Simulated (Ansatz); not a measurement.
The system is AgCl.

```
Ag Cl
1.0
     3.43397    0.00000    0.00000
     0.00000    3.43397    0.00000
     0.00000    0.00000    3.43397
Ag Cl
1 1
Direct
  0.00000 0.00000 0.00000
  0.50000 0.50000 0.50000
```

Measurements of this composition are mostly on another form, of space group No. 225.

Base run:

```yaml
Program: Ansatz 0.2.0
Functional: LDA
Potentials_or_basis: all-electron LAPW, scalar-relativistic
Cutoff: 182 eV (chosen from the basis error)
Basis_error_allowed: 0.001 eV/atom
k_mesh: 8 × 8 × 8
Occupations: gaussian, width 0.02 eV
Spin: no spin polarisation
```

Its results: band gap on the k mesh 0.28 eV, indirect (least direct gap 1.79 eV); pressure -7.6 GPa.

Question: The run is repeated on the same cell with these changes: functional from LDA to PBE; occupations from gaussian, width 0.02 eV to gaussian, width 0.1 eV. What comes out?

Answer: Band gap on the k mesh 0.58 eV, indirect (least direct gap 2.08 eV); pressure -0.1 GPa.

A k mesh can miss the band edges.
